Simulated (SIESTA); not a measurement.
Input and output of a self-consistent single point for ZnTe (F-43m, 2 atoms in the cell) (SIESTA)

Method: SIESTA with GGA PBE, numerical atomic orbitals TZP, PseudoDojo PBE standard norm-conserving potentials (rewritten from UPF to PSML).

Input:

```
# files in the folder: Zn.psml Te.psml (PseudoDojo PBE standard)
SystemName  ZnTe
SystemLabel znte

NumberOfAtoms                2
NumberOfSpecies              2
%block ChemicalSpeciesLabel
  1 30 Zn
  2 52 Te
%endblock ChemicalSpeciesLabel
LatticeConstant              1.0 Ang
%block LatticeVectors
     0.000000000    3.035754000    3.035754000
     3.035754000    0.000000000    3.035754000
     3.035754000    3.035754000    0.000000000
%endblock LatticeVectors
AtomicCoordinatesFormat      Bohr
%block AtomicCoordinatesAndAtomicSpecies
     5.736743642    5.736743642    5.736743642  1
     2.868371821    2.868371821    2.868371821  2
%endblock AtomicCoordinatesAndAtomicSpecies

XC.functional                GGA
XC.authors                   PBE
PAO.BasisSize                TZP
PAO.EnergyShift              0.01 Ry
MeshCutoff                   350 Ry
%block kgrid.MonkhorstPack
    6   0   0  0.0
    0   6   0  0.0
    0   0   6  0.0
%endblock kgrid.MonkhorstPack
OccupationFunction           FD
ElectronicTemperature        10 K

MaxSCFIterations             150
SCF.Mixer.Method             Pulay
SCF.Mixer.Weight             0.25
SCF.Mixer.History            6
SCF.DM.Tolerance             1.0E-05
Diag.ParallelOverK           true
WriteForces                  true
Charge.Mulliken              end
```

The program printed (abridged):

```
reinit: Reading from file input.fdf

reinit: System Name: ZnTe
reinit: System Label: znte

coor:   Atomic-coordinates input format  =     Cartesian coordinates
coor:                                            (in Bohr units)

siesta: Atomic coordinates (Bohr) and species
siesta:      5.73674   5.73674   5.73674  1        1
siesta:      2.86837   2.86837   2.86837  2        2

siesta: System type = bulk

initatomlists: Number of atoms, orbitals, and projectors:      2    47    51

siesta: ******************** Simulation parameters ****************************
redata: Spin configuration                          = none
redata: Time-Reversal Symmetry                      = T
redata: Number of Atomic Species                    =        2
redata: Mesh Cutoff                                 =   350.0000 Ry
redata: Net charge of the system                    =     0.0000 |e|
redata: Min. number of SCF Iter                     =        0
redata: Max. number of SCF Iter                     =      150
redata: SCF convergence failure will abort job
redata: SCF mix quantity                            = Hamiltonian
redata: Mix DM or H after convergence               =   F
redata: Recompute H after scf cycle                 =   F
redata: Mix DM in first SCF step                    =   T
redata: No kicks to SCF
redata: DM Mixing Weight for Kicks                  =     0.5000
redata: Require Harris convergence for SCF          =   F
redata: Harris energy tolerance for SCF             =     0.000100 eV
redata: Require DM convergence for SCF              =   T
redata: DM tolerance for SCF                        =     0.000010
redata: Require EDM convergence for SCF             =   F
redata: EDM tolerance for SCF                       =     0.001000 eV
redata: Require H convergence for SCF               =   T
redata: Hamiltonian tolerance for SCF               =     0.001000 eV
   [... lines left out ...]
diag: Parallel distribution                         =     1 x     1
diag: Used triangular part                          = Lower
diag: Absolute tolerance                            =  0.100E-15
diag: Orthogonalization factor                      =  0.100E-05
diag: Memory factor                                 =  1.0000

superc: Internal auxiliary supercell:     5 x     5 x     5  =     125
superc: Number of atoms, orbitals, and projectors:    250   5875   6375

                        Single-point calculation

superc: Internal auxiliary supercell:     5 x     5 x     5  =     125
superc: Number of atoms, orbitals, and projectors:    250   5875   6375

outcell: Unit cell vectors (Ang):
        0.000000    3.035754    3.035754
        3.035754    0.000000    3.035754
        3.035754    3.035754    0.000000

outcell: Cell vector modules (Ang)   :    4.293204    4.293204    4.293204
outcell: Cell angles (23,13,12) (deg):     60.0000     60.0000     60.0000
outcell: Cell volume (Ang**3)        :     55.9538
new_DM -- step:     1
Initializing Density Matrix...

Attempting to read DM from file... Failed...
DM filled with atomic data:

InitMesh: MESH = 40 x 40 x 40 = 64000
InitMesh: Mesh cutoff (required, used) =   350.000   359.874 Ry

stepf: Fermi-Dirac step function
        iscf     Eharris(eV)        E_KS(eV)     FreeEng(eV)     dDmax    Ef(eV) dHmax(eV)
   scf:    1    -8465.894293    -8512.831884    -8512.831887  1.274498  0.081017 40.161290
   scf:    2    -8547.916157    -8536.945062    -8536.945062  0.739707 -1.848035  4.846981
   scf:    3    -8537.299649    -8537.148135    -8537.148135  0.122809 -1.613582  1.888319
   scf:    4    -8536.930750    -8537.097044    -8537.097044  0.265240 -2.145135  2.917468
   scf:    5    -8537.231936    -8537.184424    -8537.184424  0.131187 -2.451020  0.225966
   scf:    6    -8537.184513    -8537.184469    -8537.184469  0.000854 -2.447849  0.217749
   scf:    7    -8537.184805    -8537.184908    -8537.184908  0.011524 -2.368047  0.090882
   scf:    8    -8537.185046    -8537.184994    -8537.184994  0.002942 -2.389320  0.012107
   scf:    9    -8537.184995    -8537.184995    -8537.184995  0.000093 -2.389959  0.009620
   scf:   10    -8537.184996    -8537.184996    -8537.184996  0.000350 -2.392481  0.000005
   scf:   11    -8537.184996    -8537.184996    -8537.184996  0.000001 -2.392482  0.000003
SCF Convergence by DM+H criterion
max |DM_out - DM_in|         :     0.0000011024
max |H_out - H_in|      (eV) :     0.0000029461
SCF cycle converged after 11 iterations

Using DM_out to compute the final energy and forces

siesta: E_KS(eV) =            -8537.1850

siesta: E_KS - E_eggbox =     -8537.1850

siesta: Atomic forces (eV/Ang):
     1    0.000009    0.000009    0.000008
     2   -0.000012   -0.000012   -0.000012
   Tot   -0.000003   -0.000003   -0.000003
   Max    0.000012
   Res    0.000010    sqrt( Sum f_i^2 / 3N )
   Max    0.000012    constrained

Stress tensor Voigt[x,y,z,yz,xz,xy] (kbar):      -16.46      -16.46      -16.46       -0.69       -0.69       -0.69
(Free)E + p*V (eV/cell)    -8536.6102
Target enthalpy (eV/cell)    -8537.1850

siesta: Program's energy decomposition (eV):
siesta: Ebs     =     -1310.335133
siesta: Eions   =      9609.038023
siesta: Ena     =       351.784451
siesta: Ekin    =      4067.974943
siesta: Enl     =     -2111.141347
siesta: Eso     =         0.000000
siesta: Edftu   =         0.000000
siesta: DEna    =        40.350720
siesta: DUscf   =         3.754508
siesta: DUext   =         0.000000
siesta: Ex      =     -1211.175677
siesta: Ec      =       -69.694571
siesta: Exc     =     -1280.870248
siesta: Eharris =     -8537.184996
siesta: Etot    =     -8537.184996
siesta: FreeEng =     -8537.184996

siesta: Stress tensor (static) (eV/Ang**3):
siesta:    -0.010273   -0.000432   -0.000432
siesta:    -0.000432   -0.010273   -0.000432
siesta:    -0.000432   -0.000432   -0.010273

siesta: Cell volume =         55.953818 Ang**3

siesta: Pressure (static):
siesta:                Solid            Molecule  Units
siesta:           0.00011188          0.00011188  Ry/Bohr**3
siesta:           0.01027275          0.01027247  eV/Ang**3
siesta:          16.45875593         16.45831290  kBar

mulliken: Atomic and Orbital Populations:

Species: Zn
Atom  Qatom  Qorb
               3s      4s      4s      4s      3py     3pz     3px     4py
               4pz     4px     3dxy    3dyz    3dz2    3dxz    3dx2-y2 3dxy
               3dyz    3dz2    3dxz    3dx2-y2 3dxy    3dyz    3dz2    3dxz
               3dx2-y2
   1 19.508   1.994   0.557  -0.883   1.006   2.007   2.007   2.007   0.319
              0.319   0.319   1.834   1.834   1.898   1.834   1.898   0.006

              0.006   0.023   0.006   0.023   0.130   0.130   0.051   0.130

              0.051

Species: Te
Atom  Qatom  Qorb
               5s      5s      5s      5py     5pz     5px     5py     5pz
               5px     5py     5pz     5px     4dxy    4dyz    4dz2    4dxz
               4dx2-y2 5dxy    5dyz    5dz2    5dxz    5dx2-y2
   2 16.492   1.454  -0.144   0.413   1.354   1.354   1.354  -0.272  -0.272
             -0.272   0.404   0.404   0.404   2.001   2.001   2.001   2.001

              2.001   0.072   0.072   0.044   0.072   0.044

mulliken: Qtot =       36.000

Mulliken Atomic Populations:
Atom #   charge [q] valence [e]  Species
     1     0.492052   19.507948  Zn
     2    -0.492052   16.492052  Te
 Total     0.000000
```

The run converged in 11 iterations.

The starting cell comes from a database of computed structures (which also holds hypothetical and non-ambient phases and stackings), without a prior relaxation at this level. Its lattice was rescaled by a random factor within 2.5 % of one. Values carry the incompleteness of an atom-centred basis.
